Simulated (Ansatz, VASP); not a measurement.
**One calculation of GaP, two programs**

```
Ga P
1.0
     0.00000    2.74330    2.74330
     2.74330    0.00000    2.74330
     2.74330    2.74330    0.00000
Ga P
1 1
Direct
  0.00000 0.00000 0.00000
  0.75000 0.75000 0.75000
```

Change from the starting cell: volume scaled by 1.02, PAW files.

Alike in both runs: task electric field gradients; functional PBEsol; k mesh 12 × 12 × 12; occupations fermi-dirac, width 0.08 eV; no spin polarisation.

|  | VASP | Ansatz |
| --- | --- | --- |
| version | VASP 6.6.1 | Ansatz 0.2.0 |
| potentials or method | VASP PAW PBE potentials, release 64 (Ga_d, P) | PAW with Ansatz's default frozen-core files, scalar-relativistic |
| plane-wave cutoff (eV) | 520 | 420 |
| valence electrons in the cell | 18 | 18 |

VASP gave:

```
pressure (GPa)                                                 : -2.2
Vzz of the field gradient on the site that differs most (V/Å²) : 0.0
```

What did Ansatz give for the same quantities?

Pressure (GPa): -2.1; Vzz of the field gradient on the site that differs most (V/Å²): 0.0.

Caveats: the PAW data sets were made with another functional, which shifts forces and pressure a little (VASP). A k mesh can miss the band edges.
